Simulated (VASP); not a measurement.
# Hf in VASP: work function with PBE

Aim: the work function of Hf with PBE.

Everything below comes from runs of VASP 6.6.1. Logs are shortened: lines on timing, memory, paths and dates and some standing lists are left out, and cuts for length are marked.

## 1. The cell of the first run

The cell holds a slab with vacuum, 5 atoms: a = 3.126 Å, b = 3.126 Å, c = 25.211 Å, α = 90.00°, β = 90.00°, γ = 109.47°.

The slab is cut from a database's or a generator's crystal, which needn't be the stable form of the element.

## 2. Work function, PBE (the (1 1 0) slab of Hf, cut from the database cell, not relaxed)

The input, INCAR:

```
ALGO     = Normal         # electronic algorithm
DIPOL    = 0.5 0.5 0.500
EDIFF    = 1E-6           # SCF threshold, eV
ENCUT    = 520            # plane-wave cutoff, eV
GGA      = PE             # functional
IDIPOL   = 3            
ISIF     = 2              # what is computed and relaxed
ISMEAR   = 0              # smearing method
LASPH    = T              # aspherical terms in the spheres
LCHARG   = T              # write CHGCAR
LDIPOL   = T            
LELF     = T              # ELF
LREAL    = F              # projectors in reciprocal space
LVACPOTAV= T            
LVHAR    = T            
LWAVE    = F              # write WAVECAR
NELM     = 60             # most SCF steps
PREC     = Accurate       # precision mode
SIGMA    = 0.05           # smearing width, eV
```

The input, KPOINTS:

```
k-points
0
Gamma
  9 9 1
```

The input, POSCAR:

```
Hf
1.0
    3.1263517077      0.0000000000      0.0000000000
   -1.0421172359      2.9475526571      0.0000000000
    0.0000000000      0.0000000000     25.2106219203
Hf
5
Direct
    0.5000000000      0.5000000000      0.2974936526
    0.0000000000      0.0000000000      0.3987468263
    0.5000000000      0.5000000000      0.5000000000
    0.0000000000      0.0000000000      0.6012531737
    0.5000000000      0.5000000000      0.7025063474
```

Potentials or basis: VASP PAW PBE potentials, release 64 (Hf_pv).

Launch:

```console
$ cat potpaw_PBE.64/Hf_pv/POTCAR > POTCAR
$ mpirun -np 1 vasp_std > vasp.out
```

OUTCAR:

```text
EDIFF = 1E-6
   ENCUT = 520
   GGA = PE
   ISIF = 2
   ISMEAR = 0
   LASPH = T
   LREAL = F
   NELM = 60
   PREC = Accurate

 ion  position               nearest neighbor table
   1  0.500  0.500  0.297-   2 3.13   2 3.13   2 3.61   2 3.61
   2  0.000  0.000  0.399-   1 3.13   3 3.13   1 3.13   3 3.13   1 3.61   3 3.61   1 3.61   3 3.61

   3  0.500  0.500  0.500-   2 3.13   4 3.13   2 3.13   4 3.13   2 3.61   4 3.61   2 3.61   4 3.61

   4  0.000  0.000  0.601-   3 3.13   5 3.13   3 3.13   5 3.13   3 3.61   5 3.61   3 3.61   5 3.61

   5  0.500  0.500  0.703-   4 3.13   4 3.13   4 3.61   4 3.61

  LATTYP: Found a base centered orthorhombic cell.
 ALAT       =     3.6100000000
 B/A-ratio  =     1.4142135624
 C/A-ratio  =     6.9835517785

  Lattice vectors:

 A1 = (   3.1263517077,   0.0000000000,   0.0000000000)
 A2 = (  -1.0421172359,   2.9475526571,   0.0000000000)
 A3 = (   0.0000000000,   0.0000000000,  25.2106219203)

Analysis of symmetry for initial positions (statically):
=====================================================================
 Subroutine PRICEL returns:
 Original cell was already a primitive cell.

 Routine SETGRP: Setting up the symmetry group for a
 base centered orthorhombic supercell.

 Subroutine GETGRP returns: Found  8 space group operations
 (whereof  8 operations were pure point group operations)
 out of a pool of  8 trial point group operations.

The static configuration has the point symmetry D_2h.

Analysis of symmetry for dynamics (positions and initial velocities):
=====================================================================
 Subroutine PRICEL returns:
 Original cell was already a primitive cell.

 Routine SETGRP: Setting up the symmetry group for a
 base centered orthorhombic supercell.

 Subroutine GETGRP returns: Found  8 space group operations
 (whereof  8 operations were pure point group operations)
 out of a pool of  8 trial point group operations.

The dynamic configuration has the point symmetry D_2h.

 Subroutine INISYM returns: Found  8 space group operations
 (whereof  8 operations are pure point group operations),
 and found     1 'primitive' translations

----------------------------------------------------------------------------------------

                                     Primitive cell

  volume of cell :     232.3181

  direct lattice vectors                    reciprocal lattice vectors
     3.126351708  0.000000000  0.000000000     0.319861645  0.113088169  0.000000000
    -1.042117236  2.947552657  0.000000000     0.000000000  0.339264507  0.000000000
     0.000000000  0.000000000 25.210621920     0.000000000  0.000000000  0.039665820

  length of vectors
     3.126351708  3.126351708 25.210621920     0.339264507  0.339264507  0.039665820

  position of ions in fractional coordinates (direct lattice)
     0.500000000  0.500000000  0.297493653
     0.000000000  0.000000000  0.398746826
     0.500000000  0.500000000  0.500000000
     0.000000000  0.000000000  0.601253174
     0.500000000  0.500000000  0.702506347

  ion indices of the primitive-cell ions
   primitive index   ion index
                 1           1
                 2           2
                 3           3
                 4           4
                 5           5

----------------------------------------------------------------------------------------

 KPOINTS: k-points

Automatic generation of k-mesh.
 Grid dimensions read from file:
 generate k-points for:    9    9    1

 Generating k-lattice:

  Cartesian coordinates                     Fractional coordinates (reciprocal lattice)
     0.035540183  0.012565352  0.000000000     0.111111111 -0.000000000  0.000000000
     0.000000000  0.037696056  0.000000000     0.000000000  0.111111111  0.000000000
     0.000000000  0.000000000  0.039665820     0.000000000  0.000000000  1.000000000

  Length of vectors
     0.037696056  0.037696056  0.039665820

  Shift w.r.t. Gamma in fractional coordinates (k-lattice)
     0.000000000  0.000000000  0.000000000

 Subroutine IBZKPT returns following result:
 ===========================================

 Found     25 irreducible k-points:

 Following reciprocal coordinates:
            Coordinates               Weight
  0.000000  0.000000  0.000000      1.000000
  0.111111  0.000000  0.000000      4.000000
  0.222222  0.000000  0.000000      4.000000
  0.333333  0.000000  0.000000      4.000000
  0.444444  0.000000  0.000000      4.000000
  0.111111  0.111111  0.000000      2.000000
[... 16 lines left out ...]
 -0.333333  0.333333  0.000000      2.000000
  0.444444  0.444444  0.000000      2.000000
   k-points           NKPTS =     25   k-points in BZ     NKDIM =     25   number of bands    NBANDS=     30
   number of dos      NEDOS =    301   number of ions     NIONS =      5
   total plane-waves  NPLWV = 110592
   dimension x,y,z NGX =    24 NGY =   24 NGZ =  192
   dimension x,y,z NGXF=    48 NGYF=   48 NGZF=  384
   ions per type =               5
   NGX,Y,Z   is equivalent  to a cutoff of  12.76, 12.76, 12.66 a.u.
   NGXF,Y,Z  is equivalent  to a cutoff of  25.52, 25.52, 25.32 a.u.
 SYSTEM =  unknown system
   PREC   = accura    normal or accurate (medium, high low for compatibility)
   ISTART =      0    job   : 0-new  1-cont  2-samecut
   ICHARG =      2    charge: 1-file 2-atom 10-const
   ISPIN  =      1    spin polarized calculation?
   LNONCOLLINEAR =      F non collinear calculations
   LSORBIT =      F    spin-orbit coupling
   LASPH  =      T    aspherical Exc in radial PAW
   ENCUT  =  520.0 eV  38.22 Ry    6.18 a.u.   5.81  5.81 46.88*2*pi/ulx,y,z
   NELM   =     60;   NELMIN=  2; NELMDL= -5     # of ELM steps
   EDIFF  = 0.1E-05   stopping-criterion for ELM
   LREAL  =      F    real-space projection
   EDIFFG = 0.1E-04   stopping-criterion for IOM
   NSW    =      0    number of steps for IOM
   IBRION =     -1    ionic relax: 0-MD 1-quasi-New 2-CG
   NFREE  =      0    steps in history (QN), initial steepest desc. (CG)
   ISIF   =      2    stress and relaxation
   ISYM   =      2    0-nonsym 1-usesym 2-fastsym
   POTIM  = 0.5000    time-step for ionic-motion
   TEBEG  =    0.0;   TEEND  =   0.0 temperature during run
   PSTRESS=    0.0 pullay stress
   NELECT =      50.0000    total number of electrons
   NUPDOWN=      -1.0000    fix difference up-down
   EMIN   =  10.00;   EMAX   =-10.00  energy-range for DOS
   EFERMI =   0.00;   METHOD = LEGACY
   ISMEAR =     0;   SIGMA  =   0.05  broadening in eV -4-tet -1-fermi 0-gaus
   EFERMI_NEDOS =   21; number of points for ismear=-14 and -15
   IALGO  =     38    algorithm
   IMIX   =      4    mixing-type and parameters
     AMIX     =   0.40;   BMIX     =  1.00
     AMIX_MAG =   1.60;   BMIX_MAG =  1.00
  volume/ion in A,a.u.               =      46.46       313.55
  Fermi-wavevector in a.u.,A,eV,Ry     =   0.981079  1.853970 13.095817  0.962515
  Thomas-Fermi vector in A             =   2.112058
   LORBIT       =      0    0 simple, 1 ext, 2 COOP (PROOUT), +10 PAW based schemes
   GGA     = PE    functional components
   LHFCALC =     F    Hartree Fock is set to
   AEXX    =    0.0000 exact exchange contribution
   IVDW    =     0    specifies the selected vdW correction
   LEPSILON=     F    determine dielectric tensor
   LRPA    =     F    only Hartree local field effects (RPA)
 non-spin polarized calculation
 Gauss-broadening in eV      SIGMA  =   0.05
  energy-cutoff  :      520.00
  volume of cell :      232.32
 maximum number of plane-waves:      6312
   NGX = 11   NGY = 11   NGZ = 93

 dipolmoment           0.000000      0.000000      0.000000 electrons x Angstroem

 number of electron      50.0000004 magnetization

 dipolmoment           0.000000      0.000000     -0.000000 electrons x Angstroem

 Free energy of the ion-electron system (eV)
  ---------------------------------------------------
  ext. energy  EPLUGINS =         0.00000000
  ---------------------------------------------------
  free energy    TOTEN  =       -46.56267919 eV

  energy without entropy =      -46.54504252  energy(sigma->0) =      -46.55386086

 E-fermi :   0.2382     XC(G=0):  -6.4128

 val. band max:        0.2341412245   @ k =   0.3333   0.0000   0.0000
 cond. band min:       0.2453499177   @ k =  -0.1111   0.1111   0.0000
 fundamental gap:      0.0112086932
 Fermi energy:         0.2381751933

 k-point     1 :       0.0000    0.0000    0.0000
  band No.  band energies     occupation
      1     -30.7191      2.00000
      2     -30.7107      2.00000
      3     -30.3652      2.00000
      4     -30.3417      2.00000
      5     -30.3415      2.00000
      6     -30.2345      2.00000
[... 22 lines left out ...]
     29       1.2397      0.00000
     30       1.5322      0.00000

 k-point     2 :       0.1111    0.0000    0.0000
  band No.  band energies     occupation
      1     -30.7073      2.00000
      2     -30.7017      2.00000
      3     -30.3978      2.00000
      4     -30.3817      2.00000
      5     -30.3363      2.00000
      6     -30.2610      2.00000
[... 22 lines left out ...]
     29       1.1004      0.00000
     30       1.3850      0.00000

 k-point     3 :       0.2222    0.0000    0.0000
  band No.  band energies     occupation
      1     -30.6800      2.00000
      2     -30.6800      2.00000
      3     -30.5198      2.00000
      4     -30.5154      2.00000
      5     -30.3349      2.00000
      6     -30.2893      2.00000
[... 22 lines left out ...]
     29       0.8477      0.00000
     30       0.9316      0.00000

 k-point     4 :       0.3333    0.0000    0.0000
  band No.  band energies     occupation
      1     -30.6826      2.00000
      2     -30.6812      2.00000
      3     -30.6532      2.00000
      4     -30.6528      2.00000
      5     -30.3521      2.00000
      6     -30.3389      2.00000
[... 616 lines left out ...]
     29       1.5873      0.00000
     30       2.1985      0.00000

 k-point    23 :      -0.3333    0.3333    0.0000
  band No.  band energies     occupation
      1     -30.6799      2.00000
      2     -30.6798      2.00000
      3     -30.6235      2.00000
      4     -30.6209      2.00000
      5     -30.5249      2.00000
      6     -30.5246      2.00000
[... 22 lines left out ...]
     29       2.1155      0.00000
     30       2.2764      0.00000

 k-point    24 :       0.4444    0.4444    0.0000
  band No.  band energies     occupation
      1     -30.8011      2.00000
      2     -30.8010      2.00000
      3     -30.5965      2.00000
      4     -30.5950      2.00000
      5     -30.5904      2.00000
      6     -30.5897      2.00000
[... 22 lines left out ...]
     29       1.7315      0.00000
     30       1.9610      0.00000

 [... further k-points ...]

------------------------ aborting loop because EDIFF is reached ----------------------------------------

  FORCE on cell =-STRESS in cart. coord.  units (eV):
  Direction    XX          YY          ZZ          XY          YZ          ZX
  --------------------------------------------------------------------------------------
  -------------------------------------------------------------------------------------
  Total       -6.3138640     -6.5843944     -4.8533914     -0.3825878      0.0000000      0.0000000
  in kB      -43.5434506    -45.4091588    -33.4713270     -2.6385098      0.0000000      0.0000000
  external PRESSURE =     -40.8079788 kB  Pullay stress =       0.0000000 kB

 VOLUME and BASIS-vectors are now :
 -----------------------------------------------------------------------------
  energy-cutoff  :      520.00
  volume of cell :      232.32
      direct lattice vectors                 reciprocal lattice vectors
     3.126351708  0.000000000  0.000000000     0.319861645  0.113088169  0.000000000
    -1.042117236  2.947552657  0.000000000     0.000000000  0.339264507  0.000000000
     0.000000000  0.000000000 25.210621920     0.000000000  0.000000000  0.039665820

 POSITION                                       TOTAL-FORCE (eV/Angst)
 -----------------------------------------------------------------------------------
      1.04212      1.47378      7.50000        -0.000000      0.000000      0.701441
      0.00000      0.00000     10.05266         0.000000      0.000000     -0.453647
      1.04212      1.47378     12.60531         0.000000      0.000000      0.000000
      0.00000      0.00000     15.15797        -0.000000      0.000000      0.453647
      1.04212      1.47378     17.71062         0.000000      0.000000     -0.701441
 -----------------------------------------------------------------------------------
    total drift:                                0.000000     -0.000000     -0.000000

  FREE ENERGIE OF THE ION-ELECTRON SYSTEM (eV)
  ---------------------------------------------------
  free  energy   TOTEN  =       -46.5626791937 eV

  energy  without entropy=      -46.5450425209  energy(sigma->0) =      -46.55386086

 vacuum level on the upper side and lower side of the slab         4.420         4.420
```

Wall time 3.4 min (1 thread of Intel Xeon 6975P-C (Granite Rapids), shared host); peak memory 0.4 GiB.

What came out:

```yaml
Free_energy: -46.5627 eV
Largest_force: 0.701 eV/Å
Band_gap_on_the_k_mesh: none (metal or under the smearing width)
Work_function_of_the_upper_face: 4.18 eV
Work_function_of_the_lower_face: 4.18 eV
```

Forces on the atoms (eV/Å):
```
Hf   0.000  0.000  0.701
Hf   0.000  0.000 -0.454
Hf   0.000  0.000  0.000
Hf   0.000  0.000  0.454
Hf   0.000  0.000 -0.701
```

Levels at points of the mesh, in eV from the Fermi level:
```
           k point  band 21  band 22  band 23  band 24  band 25  band 26  band 27  band 28  band 29  band 30
(0.00, 0.00, 0.00)    -0.35    -0.15    -0.02     0.08     0.24     0.51     0.70     0.80     1.00     1.29
```
